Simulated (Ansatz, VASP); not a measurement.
# Tl: VASP beside Ansatz

```
Tl
1.0
     3.13939    0.00000    0.00000
     0.00000    3.13939    0.00000
     0.00000    0.00000    3.13939
Tl
1
Direct
  0.00000 0.00000 0.00000
```

Change from the starting cell: volume scaled by 0.9, LAPW.

Alike in both runs: task single point; functional PBE; k mesh 12 × 12 × 12; occupations fermi-dirac, width 0.08 eV; no spin polarisation.

|  | VASP | Ansatz |
| --- | --- | --- |
| version | VASP 6.6.1 | Ansatz 0.2.0 |
| potentials or method | VASP PAW PBE potentials, release 64 (Tl_d), cutoff 520 eV | all-electron LAPW, scalar-relativistic |

```csv
,VASP,Ansatz,Ansatz less VASP
pressure (GPa),3.0,3.0,+0.06
```

Ansatz ran all-electron here, so the differences hold the error of VASP's frozen core and of both bases.

The runs have no spin-orbit coupling, so splittings on Tl are missing.
